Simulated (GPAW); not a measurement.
Set up this calculation in GPAW 26.7.0, as an ASE script.

```yaml
Task: band structure
Functional: mBEEF
Potentials_or_basis: GPAW PAW data sets (gpaw-data 1.2.1)
Cutoff: 600 eV
Basis: pw
k_mesh: 6 × 6 × 3
Occupations: fermi-dirac, width 0.05 eV
Spin: spin-orbit coupling, no magnetisation
Maxiter: 150
Band_path: GMKGALHA,LM,KH
Band_points: 80
spin_axis_theta_degrees: 54.7
spin_axis_phi_degrees: 45
Soc_after_scf: second variation without the xc potential
```

The structure of ZrS2 lies in POSCAR:

```
ZrS2
1.0
    3.6913825498      0.0000000000      0.0000000000
   -1.8456912749      3.1968310632      0.0000000000
    0.0000000000      0.0000000000      6.0410770100
Zr S
1 2
Direct
    0.0000000000      0.0000000000      0.0000000000
    0.3333333333      0.6666666667      0.2379099700
    0.6666666667      0.3333333333      0.7620900300
```

The cell is a database's computed one.

The input as run:

run.py

```python
import numpy as np
from ase.dft.bandgap import bandgap
from ase.io import read, write
from ase.units import GPa
from gpaw import GPAW, PW
from gpaw.spinorbit import soc_eigenstates

atoms = read('POSCAR')

calc = GPAW(mode=PW(600),
            xc='mBEEF',
            kpts={'size': (6, 6, 3), 'gamma': True},
            occupations={'name': 'fermi-dirac', 'width': 0.05},
            nbands=24,
            convergence={'density': 1e-05, 'energy': 1e-05},
            maxiter=150,
            txt='gpaw.txt')
atoms.calc = calc
energy = atoms.get_potential_energy()
forces = atoms.get_forces()
stress = atoms.get_stress()
calc.write('gs.gpw')
write('result.traj', atoms)
print(f'Energy: {energy:.6f} eV')
print('Forces (eV/A):')
print(forces.round(4))
print('Stress (GPa):', (stress / GPa).round(3))
print('Fermi level:', round(calc.get_fermi_level(), 4), 'eV')
print(f'Gap: {bandgap(calc)[0]:.4f} eV, direct: {bandgap(calc, direct=True)[0]:.4f} eV')

path = atoms.cell.bandpath('GMKGALHA,LM,KH', npoints=80, eps=1e-4)
bs_calc = calc.fixed_density(kpts=path, symmetry='off', nbands=39,
                             convergence={'bands': 'CBM+6.0', 'eigenstates': 1e-6}, txt='bands.txt')
bs = bs_calc.band_structure()
bs.write('bs.json')
print(f'Gap on the path: {bandgap(bs_calc)[0]:.4f} eV')

soc = soc_eigenstates(bs_calc, theta=54.7, phi=45, ignore_xc_potential=True)
np.savetxt('soc_bands.dat', soc.eigenvalues(), fmt='%.4f')
mesh = soc_eigenstates('gs.gpw', theta=54.7, phi=45, ignore_xc_potential=True)
np.savetxt('soc_mesh.dat', mesh.eigenvalues(), fmt='%.4f')
print('Fermi level with spin-orbit coupling:', round(mesh.fermi_level, 4), 'eV')
```

Potentials or basis: GPAW PAW data sets (gpaw-data 1.2.1), pw.

Run with:

```bash
$ OMP_NUM_THREADS=1 python run.py
```

It gave:

- Pressure: -0.2 GPa
- Largest force: 0.263 eV/Å
- Band gap on the k mesh: 1.58 eV, indirect (least direct gap 2.04 eV)
- Band gap along the path: 1.51 eV, indirect (least direct gap 2.04 eV)

Caveat: spin-orbit coupling was added after a scalar SCF, so levels and gaps hold it while energy, forces, pressure and moments don't; this program's spin-orbit splittings come out too wide for heavy elements; the PAW data sets were made with another functional, which shifts forces and pressure a little.

It took 2.9 min on 1 thread of Intel(R) Xeon(R) Platinum 8488C (Sapphire Rapids), on a shared host, peak memory 0.5 GiB.
